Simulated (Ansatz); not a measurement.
CaS in the rocksalt structure

The computed numbers are results of PBE with spin–orbit coupling (two-component spinors) in the plane-wave PAW code Ansatz at 420 eV, Γ-centred 10×10×10 mesh, 0.05 eV Gaussian smearing. The datasets are Ansatz's generated set soft_2.

```cif
data_structure
_symmetry_space_group_name_H-M 'Fm-3m'
_symmetry_Int_Tables_number 225
_cell_length_a 5.7125
_cell_length_b 5.7125
_cell_length_c 5.7125
_cell_angle_alpha 90.000
_cell_angle_beta 90.000
_cell_angle_gamma 90.000
_cell_volume 186.41
loop_
_atom_site_label
_atom_site_type_symbol
_atom_site_symmetry_multiplicity
_atom_site_Wyckoff_symbol
_atom_site_fract_x
_atom_site_fract_y
_atom_site_fract_z
_atom_site_occupancy
Ca1 Ca 4 b 0.50000 0.00000 0.00000 1
S1 S 4 a 0.00000 0.00000 0.00000 1
```

The start was a prototype's sites filled with these elements; the Crystallography Open Database holds the compound in this structure.

The pressure at this geometry is 0.0 GPa.

Which orbitals make up the states within about 0.6 eV of the valence edge?

S 3p 99 % (shares among the projected shells); the gap is 2.35 eV. The projected shells catch only 1 % of the states at the conduction edge, which lie mostly on empty orbitals that aren't projected.

Density of states (tetrahedra, averaged over 0.4 eV; states/eV per cell of 2 atoms; energy in eV from the Fermi level; projections on Löwdin-orthogonalised atomic orbitals, summed over sites):

```csv
E,total,S 3p,Ca 4s,S 3s,Ca 3p
-4.45,0.0,0.0,0.0,0.0,0.0
-4.05,0.5,0.4,0.1,0.0,0.0
-3.65,2.4,1.9,0.3,0.0,0.0
-3.25,1.6,1.4,0.1,0.0,0.0
-2.85,1.5,1.4,0.0,0.0,0.0
-2.45,4.3,4.0,0.0,0.0,0.0
-2.05,3.5,3.3,0.0,0.0,0.0
-1.65,0.9,0.9,0.0,0.0,0.0
-1.25,0.1,0.1,0.0,0.0,0.0
-0.85,0.0,0.0,0.0,0.0,0.0
-0.45,0.0,0.0,0.0,0.0,0.0
-0.05,0.0,0.0,0.0,0.0,0.0
0.35,0.0,0.0,0.0,0.0,0.0
0.75,0.0,0.0,0.0,0.0,0.0
1.15,0.0,0.0,0.0,0.0,0.0
1.55,0.2,0.0,0.0,0.0,0.0
1.95,0.4,0.0,0.0,0.0,0.0
2.35,0.6,0.0,0.0,0.0,0.0
2.75,1.0,0.0,0.0,0.0,0.0
```

Formal charges Ca²⁺, S²⁻ balance and leave closed shells on every ion, so a band insulator is expected, and the gap is 2.35 eV.

Kohn–Sham gaps of semilocal functionals lie under measured ones, often by a third or more.
